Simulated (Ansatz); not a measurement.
The system is CoO.

```xyz
4
Lattice="3.1976 0.0000 0.0000 -1.5988 2.7692 0.0000 0.0000 0.0000 5.2287" Properties=species:S:1:pos:R:3 pbc="T T T"
Co    0.0000    1.8462    2.6319
Co    0.0000    0.0000    0.0182
O     0.0000    1.8462    4.5571
O     0.0000    0.0000    1.9430
```

Measurements of this composition are mostly on another form, of space group No. 225.

Base run:

| Property | Result |
| --- | --- |
| Program | Ansatz 0.2.0 |
| Functional | PBE |
| Potentials or basis | Ansatz PAW |
| Cutoff | 420 eV (not typed: the program's choice for these potentials) |
| k mesh | 10 × 10 × 5 |
| Occupations | fermi-dirac, width 0.05 eV |
| Spin | no spin polarisation |

Its results: pressure -14.8 GPa; largest force 0.080 eV/Å.

Q: The run is repeated on the same cell with these changes: spin from no spin polarisation to collinear spin, ferromagnetic start. What comes out?

A: Pressure -0.6 GPa; net moment 0.00 μB per cell; site moments Co +2.13, -2.13; O -0.15, +0.15 μB; largest force 0.173 eV/Å.

Caveats: the starting moments weren't kept (some runs).
